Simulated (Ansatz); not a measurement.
Spinel MgAl2O4 was calculated with r²SCAN (Ansatz, a quantum-chemistry and plane-wave program, plane waves, PAW).

Run with plane-wave cutoff 500 eV, 8×8×8 k mesh, gaussian smearing 0.02 eV, scalar-relativistic PAW data made under PBE.

Cell (relaxed at this level):

```
CELL_PARAMETERS angstrom
      0.00000     4.04185     4.04185
      4.04185     0.00000     4.04185
      4.04185     4.04185     0.00000
ATOMIC_POSITIONS crystal
  Mg 0.00000 0.00000 0.00000
  Mg 0.25000 0.25000 0.25000
  Al 0.62500 0.12500 0.62500
  Al 0.12500 0.62500 0.62500
  Al 0.62500 0.62500 0.12500
  Al 0.62500 0.62500 0.62500
  O  0.38858 0.83426 0.38858
  O  0.41574 0.86142 0.86142
  O  0.38858 0.38858 0.83426
  O  0.86142 0.41574 0.86142
  O  0.38858 0.38858 0.38858
  O  0.86142 0.86142 0.86142
  O  0.83426 0.38858 0.38858
  O  0.86142 0.86142 0.41574
```

What does this level give for the band gap?


band gap: 6.20 eV (on the SCF k mesh)

Measured, for comparison: band gap 7.8 eV (temperature not stated, not corrected to a static lattice; as tabulated in Neo et al. (2023), doi:10.1002/gch2.202200236). Computed (rounded) less measured: band gap -1.60 eV.

Static lattice: no zero-point or thermal effects.
